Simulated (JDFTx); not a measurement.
# Sn under changes of volume

One of the cells (27.650 Å³/atom); the others are scaled copies at fixed shape and fractional positions:

```
Sn
1.0
    -2.94014    2.94014    1.59930
     2.94014   -2.94014    1.59930
     2.94014    2.94014   -1.59930
Sn
2
Direct
  0.00000 0.00000 0.00000
  0.75000 0.25000 0.50000
```

| Item | Value |
| --- | --- |
| Program | JDFTx 1.7.0 (patched build) |
| Functional | PBEsol |
| Potentials or basis | PseudoDojo-SR-PBEsol-0.4.1-standard with smoothed tails |
| Cutoff | 980 eV |
| Density cutoff | 7837 eV |
| k mesh | 9 × 9 × 9 |
| Occupations | fermi-dirac, width 0.05 eV |
| Spin | no spin polarisation |

```tsv
volume (Å³/atom)	energy over the lowest point (meV/atom)	pressure (GPa)
25.991	6.36	2.2
26.544	1.03	0.9
27.097	0.00	-0.3
27.650	?	?
28.203	9.03	-2.3
28.756	18.32	-3.1
29.309	30.35	-3.9
```

Q: What does the run at 27.650 Å³/atom give?

A: Energy over the lowest point 2.80 meV/atom; pressure -1.4 GPa.

Worked out: A Birch-Murnaghan fit of order 3 (a polynomial in V^(-2/3)) to the other rows has its minimum at 26.96 Å³/atom with B0 = V·E''(V) = 56 GPa and B' = 4.5 at fixed shape and positions, which overstates the stiffness. It gives 2.80 meV/atom at 27.650 Å³/atom, against the run's 2.80, and -dE/dV = -1.3 GPa, against -1.4.

Energies are extrapolated to zero smearing.
